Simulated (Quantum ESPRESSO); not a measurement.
**SnSe in Quantum ESPRESSO: the effect of functional**

The system is SnSe.

```
Sn Se
1.0
     0.00000    3.01000    3.01000
     3.01000    0.00000    3.01000
     3.01000    3.01000    0.00000
Sn Se
1 1
Direct
  0.00000 0.00000 0.00000
  0.50000 0.50000 0.50000
```

Measurements of this composition are mostly on another form, of space group No. 62.

Alike in all runs:

* Program: Quantum ESPRESSO 7.5
* Task: dielectric tensor
* Cutoff: 925 eV
* Density cutoff: 7401 eV
* k mesh: 6 × 6 × 6, shifted
* Occupations: fermi-dirac, width 0.05 eV
* Spin: no spin polarisation

Question: One run gave: pressure -3.3 GPa; dielectric constant 42.75 mean. Which functional did it use?
A. AM05
B. WC
C. BLYP
D. PBEsol
E. LDA

Answer: E.

```csv
functional,potentials or basis,pressure (GPa),dielectric constant (mean)
LDA,GBRV 1.5 LDA,-3.3,42.75
PBEsol,GBRV 1.5 PBEsol,-1.9,42.92
WC,GBRV 1.5 PBE,-1.8,43.01
BLYP,GBRV 1.5 PBE,4.9,34.42
AM05,GBRV 1.5 PBE,-1.4,41.14
```

Caveats: the potentials were made for another functional, which shifts forces and pressure (some runs); the cell is more than 3 GPa from zero pressure, which shifts response properties (some runs).
